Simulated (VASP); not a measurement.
**A VASP 6.6.1 single-point calculation on CdSe**

INCAR

```
NELM = 90
ISIF = 2
LASPH = .TRUE.
LWAVE = .FALSE.
ISMEAR = -1
EDIFF = 1E-7
NSW = 0
PREC = Normal
LREAL = .TRUE.
SIGMA = 0.02
GGA = PE
IBRION = -1
LCHARG = .FALSE.
ENCUT = 520
NBANDS = 16
```

KPOINTS

```
KPOINTS created by Atomic Simulation Environment
0
Gamma
8 8 8
0 0 0
```

POSCAR

```
Cd Se
 1.0000000000000000
     0.1164312953000000    3.0921788317000001    3.0921788317000001
     3.0921788317000001    0.1164312953000000    3.0921788317000001
     3.0921788317000001    3.0921788317000001    0.1164312953000000
 Cd  Se
   1   1
Cartesian
  0.0261811048855097  0.0261811048855097  0.0261811048855097
  1.5490161347894906  1.5490161347894906  1.5490161347894904
```

The recommended PBE PAW datasets give the neutral cell 18 valence electrons.

Command

```
mpirun -np 1 vasp_std
```

OSZICAR

```
N       E                     dE             d eps       ncg     rms          rms(c)
DAV:   1     0.109426068658E+03    0.10943E+03   -0.87900E+03  2096   0.101E+03
DAV:   2    -0.172563027611E+01   -0.11115E+03   -0.10536E+03  2512   0.252E+02
DAV:   3    -0.579248732272E+01   -0.40669E+01   -0.40601E+01  2432   0.500E+01
DAV:   4    -0.580946931928E+01   -0.16982E-01   -0.16981E-01  2688   0.323E+00
DAV:   5    -0.580957704318E+01   -0.10772E-03   -0.10772E-03  2440   0.223E-01    0.635E+00
DAV:   6    -0.545165136671E+01    0.35793E+00   -0.53592E-01  3176   0.885E+00    0.501E+00
DAV:   7    -0.542849088459E+01    0.23160E-01   -0.15199E-01  2464   0.259E+00    0.211E+00
DAV:   8    -0.542928568521E+01   -0.79480E-03   -0.14415E-02  2408   0.147E+00    0.256E-01
DAV:   9    -0.542943606616E+01   -0.15038E-03   -0.14666E-03  2504   0.502E-01    0.468E-02
DAV:  10    -0.542950422146E+01   -0.68155E-04   -0.16085E-04  2632   0.157E-01    0.422E-02
DAV:  11    -0.542955191731E+01   -0.47696E-04   -0.77513E-05  2520   0.566E-02    0.152E-02
DAV:  12    -0.542955174320E+01    0.17411E-06   -0.26805E-06  2408   0.213E-02    0.462E-03
DAV:  13    -0.542955222394E+01   -0.48074E-06   -0.15690E-06  2584   0.793E-03    0.235E-03
DAV:  14    -0.542955223437E+01   -0.10428E-07   -0.37292E-08  1936   0.132E-03
   1 F= -.54295522E+01 E0= -.54295522E+01  d E =-.127170E-07
```

From OUTCAR

```
k-points           NKPTS =     65   k-points in BZ     NKDIM =     65   number of bands    NBANDS=     16

   NELECT =      18.0000    total number of electrons

   dimension x,y,z NGX =    24 NGY =   24 NGZ =   24
   dimension x,y,z NGXF=    48 NGYF=   48 NGZF=   48

  energy-cutoff  :      520.00
  volume of cell :       55.79
      direct lattice vectors                 reciprocal lattice vectors
     0.116431295  3.092178832  3.092178832    -0.171129915  0.164920099  0.164920099
     3.092178832  0.116431295  3.092178832     0.164920099 -0.171129915  0.164920099
     3.092178832  3.092178832  0.116431295     0.164920099  0.164920099 -0.171129915

 k-points in reciprocal lattice and weights: KPOINTS created by Atomic Simulation Env
   0.00000000  0.00000000  0.00000000       0.002
   0.12500000 -0.00000000 -0.00000000       0.012
   0.25000000 -0.00000000 -0.00000000       0.012
   0.37500000  0.00000000  0.00000000       0.012
   0.50000000 -0.00000000 -0.00000000       0.006
   0.12500000  0.12500000  0.00000000       0.012
   0.25000000  0.12500000  0.00000000       0.023
   0.37500000  0.12500000  0.00000000       0.023
   ...

 E-fermi :   1.3575

 k-point     1 :       0.0000    0.0000    0.0000
  band No.  band energies     occupation
      1     -11.6213      2.00000
      2      -6.9689      2.00000
      3      -6.9343      2.00000
      4      -6.9343      2.00000
      5      -6.5703      2.00000
      6      -6.5703      2.00000
      7       0.7953      2.00000
      8       1.1032      1.99999
      9       1.1032      1.99999
     10       1.5977      0.00001
     11       6.6043      0.00000
     12       7.1748      0.00000
     13       7.1748      0.00000
     14      10.8408      0.00000
     15      12.1252      0.00000
     16      12.1252      0.00000

 k-point     2 :       0.1250   -0.0000   -0.0000
  band No.  band energies     occupation
      1     -11.5644      2.00000
      2      -6.9508      2.00000
      3      -6.9178      2.00000
      4      -6.8855      2.00000
      5      -6.5728      2.00000
      6      -6.5698      2.00000
      7      -0.1611      2.00000
      8       0.7168      2.00000
      9       0.9767      2.00000
     10       2.5811      0.00000
     11       6.7915      0.00000
     12       6.9625      0.00000
     13       7.3435      0.00000
     14      11.1554      0.00000
     15      11.4313      0.00000
     16      11.5898      0.00000

 k-point     3 :       0.2500   -0.0000   -0.0000
  band No.  band energies     occupation
      1     -11.4253      2.00000
      2      -6.9076      2.00000
      3      -6.8834      2.00000
      4      -6.7221      2.00000
      5      -6.5727      2.00000
      6      -6.5620      2.00000
      7      -1.6120      2.00000
      8       0.4224      2.00000
      9       0.6978      2.00000
     10       3.2340      0.00000
     11       6.9504      0.00000
     12       7.4102      0.00000
     13       7.5350      0.00000
     14      10.7716      0.00000
     15      11.1089      0.00000
     16      11.3502      0.00000

 ...

  Total        1.6185630      1.6185630      1.6185630     -0.4485169     -0.4485169     -0.4485169
  in kB       46.4786053     46.4786053     46.4786053    -12.8795984    -12.8795984    -12.8795984
  external PRESSURE =      46.4786053 kB  Pullay stress =       0.0000000 kB

 POSITION                                       TOTAL-FORCE (eV/Angst)
 -----------------------------------------------------------------------------------
      0.02618      0.02618      0.02618         0.070061      0.070061      0.070061
      1.54902      1.54902      1.54902        -0.070061     -0.070061     -0.070061
 -----------------------------------------------------------------------------------
    total drift:                                0.143917      0.143917      0.143917

  FREE ENERGIE OF THE ION-ELECTRON SYSTEM (eV)
  ---------------------------------------------------
  free  energy   TOTEN  =        -5.4295522344 eV

  energy  without entropy=       -5.4295522217  energy(sigma->0) =       -5.42955223
```

It converged. Results: gap between bands v and c on the k mesh 0.49 eV; least direct gap on the k mesh 0.49 eV; pressure 4.6 GPa; largest force 0.12 eV/Å. Band v is the last that the valence electrons fill when counted band by band, and c is the next.

These settings aren't sound, so the numbers aren't properties of the crystal.

On sound settings PBE gives a gap of 0.49 eV on its mesh and a pressure of 3.5 GPa for the intended cell.

The run took about 20 s on one core of a shared host (Intel Xeon Platinum 8488C) and held 0.16 GiB at most.
